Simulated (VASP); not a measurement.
Runs of VASP 6.6.1 on CoO. It takes space group Pm-3m (No. 221, cubic). Conventional cell: a = 2.571 Å, b = 2.571 Å, c = 2.571 Å, α = 90.00°, β = 90.00°, γ = 90.00°. Co (site symmetry m-3m) has 8 O at 2.23 Å as nearest neighbours. Around O (site symmetry m-3m) lie 8 Co at 2.23 Å. Measurements of this composition are mostly on another form, of space group No. 225.

```tsv
task	level	cell	k mesh	cutoff (eV)	gap on the mesh (eV)	pressure (GPa)	moment (μB)	relaxed volume (Å³/atom)
relaxation of cell and atoms	rSCAN	relaxed	10 × 10 × 10	600	(b)	0.0	3.00	(a)
relaxation of cell and atoms	r2SCAN+D3(BJ)	relaxed	10 × 10 × 10	600	0.69	0.1	3.00	8.83
relaxation of the atoms	r2SCAN	atoms relaxed from: atoms moved at random, drawn with an rms of 0.1 Å	7 × 7 × 7	520	0.85	11.8	3.00	-
relaxation of cell and atoms	r2SCAN	relaxed	10 × 10 × 10	600	0.71	0.0	3.00	8.91
```

Alike in all rows: potentials or basis VASP PAW PBE potentials, release 64 (Co, O); spin collinear, ferromagnetic start; smearing gaussian 0.05 eV.

Task: Fill in the values left out.

Result: (a) 8.86; (b) 0.61.

Caveats: the PAW data sets were made with another functional, which shifts forces and pressure a little; a cell with one magnetic atom can't hold antiferromagnetic order, which such compounds often take; an odd mesh through Γ misses points on the zone boundary, where band edges often lie (some runs).
